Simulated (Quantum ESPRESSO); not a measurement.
**TiO2 under changes of volume**

One of the cells (10.435 Å³/atom); the others are scaled copies at fixed shape and fractional positions:

```
CELL_PARAMETERS angstrom
4.59984 0.00000 0.00000
0.00000 4.59984 0.00000
0.00000 0.00000 2.95921
ATOMIC_POSITIONS crystal
Ti 0.00000 0.00000 0.50000
Ti 0.50000 0.50000 0.00000
O 0.30432 0.30432 0.50000
O 0.19568 0.80432 0.00000
O 0.80432 0.19568 0.00000
O 0.69568 0.69568 0.50000
```

The cell is a database's computed one.

| Property | Result |
| --- | --- |
| Program | Quantum ESPRESSO 7.5 |
| Functional | PBE |
| Potentials or basis | SSSP 1.3 efficiency PBE |
| Cutoff | 748 eV |
| Density cutoff | 5987 eV |
| k mesh | 6 × 6 × 9 |
| Occupations | fermi-dirac, width 0.05 eV |
| Spin | no spin polarisation |

```csv
volume (Å³/atom),energy over the lowest point (meV/atom),pressure (GPa),gap on the mesh (eV),largest force (eV/Å)
9.809,50.54,21.2,2.01,0.308
10.018,26.86,14.8,1.96,0.196
10.227,11.04,9.1,1.91,0.092
10.435,2.32,3.9,1.86,0.005
10.644,0.00,-0.7,1.81,0.095
10.853,3.44,-4.9,1.76,0.179
11.062,?,?,?,?
```

Question: What does the run at 11.062 Å³/atom give?

Answer: Energy over the lowest point 12.06 meV/atom; pressure -8.7 GPa; gap on the mesh 1.71 eV; largest force 0.258 eV/Å.

Worked out: A Birch-Murnaghan fit of order 3 (a polynomial in V^(-2/3)) to the other rows has its minimum at 10.62 Å³/atom with B0 = V·E''(V) = 228 GPa and B' = 4.1 at fixed shape and positions, which overstates the stiffness. It gives 12.14 meV/atom at 11.062 Å³/atom, against the run's 12.06, and -dE/dV = -8.5 GPa, against -8.7. A straight line through the other rows of the gap, of slope -2.47 eV per unit of ln V (its deformation potential), extrapolates to 1.71 eV, against the run's 1.71.

Energies are extrapolated to zero smearing.

Caveats: an odd mesh through Γ misses points on the zone boundary, where band edges often lie.
